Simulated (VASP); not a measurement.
MgS (Niningerite) under changes of volume

One of the cells (17.357 Å³/atom); the others are scaled copies at fixed shape and fractional positions:

```
S Mg
1.0
     0.00000    2.58913    2.58913
     2.58913    0.00000    2.58913
     2.58913    2.58913    0.00000
S Mg
1 1
Cartesian
  2.5891 2.5891 2.5891
  0.0000 0.0000 0.0000
```

| Quantity | Value |
| --- | --- |
| Program | VASP 6.6.1 |
| Functional | PBEsol |
| Potentials or basis | VASP PAW PBE potentials, release 64 (S, Mg) |
| Cutoff | 520 eV |
| k mesh | 8 × 8 × 8 |
| Occupations | gaussian, width 0.02 eV |
| Spin | no spin polarisation |

```csv
volume (Å³/atom),energy over the lowest point (meV/atom),pressure (GPa),gap on the mesh (eV)
16.662,7.40,3.5,2.82
17.009,1.81,1.6,2.78
17.357,0.00,0.0,2.73
17.704,1.63,-1.5,2.69
18.051,?,?,?
```

What does the run at 18.051 Å³/atom give?

Energy over the lowest point 6.35 meV/atom; pressure -2.9 GPa; gap on the mesh 2.65 eV.

Worked out: A Birch-Murnaghan fit of order 2 (a polynomial in V^(-2/3)) to the other rows has its minimum at 17.36 Å³/atom with B0 = V·E''(V) = 79 GPa. It gives 6.36 meV/atom at 18.051 Å³/atom, against the run's 6.35, and -dE/dV = -2.9 GPa, against -2.9. A straight line through the other rows of the gap, of slope -2.18 eV per unit of ln V, extrapolates to 2.65 eV, against the run's 2.65.

Energies are extrapolated to zero smearing.

Caveats: the PAW data sets were made with another functional, which shifts forces and pressure a little.

A mesh can miss the band edges.
